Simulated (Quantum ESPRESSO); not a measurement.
Input of a Quantum ESPRESSO 7.5 run:

The input pw.in:

```
&CONTROL
  calculation = 'scf'
  prefix = 'pwscf'
  outdir = './tmp'
  pseudo_dir = './pseudo'
  tprnfor = .true.
  tstress = .true.
  disk_io = 'low'
/
&SYSTEM
  ibrav = 0
  nat = 1
  ntyp = 1
  ecutwfc = 45
  ecutrho = 360
  nbnd = 10
  input_dft = 'rvv10'
  occupations = 'smearing'
  smearing = 'mp'
  degauss = 0.00367493
/
&ELECTRONS
  conv_thr = 2d-10
  electron_maxstep = 120
  mixing_beta = 0.5
/
ATOMIC_SPECIES
Ca    40.0780 ca_pbe_v1.uspp.F.UPF
CELL_PARAMETERS angstrom
   0.0000000000    2.7942000000    2.7942000000
   2.7942000000    0.0000000000    2.7942000000
   2.7942000000    2.7942000000    0.0000000000
ATOMIC_POSITIONS crystal
Ca     0.0000000000    0.0000000000    0.0000000000
K_POINTS automatic
8 8 8 0 0 0
```

The input nscf.in:

```
&CONTROL
  calculation = 'nscf'
  prefix = 'pwscf'
  outdir = './tmp'
  pseudo_dir = './pseudo'
  disk_io = 'low'
/
&SYSTEM
  ibrav = 0
  nat = 1
  ntyp = 1
  ecutwfc = 45
  ecutrho = 360
  nbnd = 10
  input_dft = 'rvv10'
  occupations = 'tetrahedra_opt'
/
&ELECTRONS
  conv_thr = 1d-08
  electron_maxstep = 120
  mixing_beta = 0.5
/
ATOMIC_SPECIES
Ca    40.0780 ca_pbe_v1.uspp.F.UPF
CELL_PARAMETERS angstrom
   0.0000000000    2.7942000000    2.7942000000
   2.7942000000    0.0000000000    2.7942000000
   2.7942000000    2.7942000000    0.0000000000
ATOMIC_POSITIONS crystal
Ca     0.0000000000    0.0000000000    0.0000000000
K_POINTS automatic
12 12 12 0 0 0
```

dos.in

```
&DOS
  prefix = 'pwscf'
  outdir = './tmp'
  fildos = 'dos.dat'
  Emin = -10
  Emax = 15
  DeltaE = 0.05
/
```

Potentials or basis: GBRV 1.5 PBE.

Command:

```console
$ OMP_NUM_THREADS=1 pw.x -in pw.in > pw.out
$ OMP_NUM_THREADS=1 pw.x -in nscf.in > nscf.out
$ OMP_NUM_THREADS=1 dos.x -in dos.in > dos.out
```

Problem. Estimate the pressure.

Solution. -1.2 GPa.

Problem. Predict the band gap on the k mesh.

Solution. None (metal or under the smearing width).

States per cell in windows of 1 eV (zero at the Fermi level; states under -8 eV left out):
```csv
from (eV),total
-8.0,0.00
-7.0,0.00
-6.0,0.00
-5.0,0.00
-4.0,0.17
-3.0,0.35
-2.0,0.57
-1.0,0.93
0.0,1.92
1.0,1.59
2.0,2.41
3.0,2.81
4.0,1.26
5.0,0.00
6.0,0.00
7.0,0.00
```

Caveat: the potentials were made for another functional, which shifts forces and pressure.
